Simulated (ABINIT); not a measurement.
C in ABINIT: the effect of functional

The system is C.

```
CELL_PARAMETERS angstrom
2.12732 -1.22828 0.00000
2.12732 1.22828 0.00000
-1.37907 0.00000 3.50283
ATOMIC_POSITIONS crystal
C 0.16664 0.16664 0.99991
C 0.83336 0.83336 0.00009
```

This is a stacking variant of graphite.

Alike in all runs:

| Property | Result |
| --- | --- |
| Program | ABINIT 10.8.3 (patched build) |
| Task | band structure |
| k mesh | 13 × 13 × 8 |
| Occupations | fermi-dirac, width 0.05 eV |
| Spin | no spin polarisation |

| functional | potentials or basis | cutoff | pressure (GPa) |
| --- | --- | --- | --- |
| LDA | JTH PAW LDA v2.0 | 517 eV | ? |
| PBEsol | JTH PAW PBE v2.0 | 517 eV | 0.7 |
| r2SCAN | JTH PAW PBE v2.0 | 626 eV | 0.9 |

Task: What does the run with functional LDA give?

Result: Pressure -4.4 GPa.

Caveats: the atomic spheres overlap; the PAW data sets were made with another functional, which shifts forces and pressure a little (some runs); this functional lacks dispersion, which binds the layers, so the pressure and a relaxed spacing across them are unreliable (some runs).
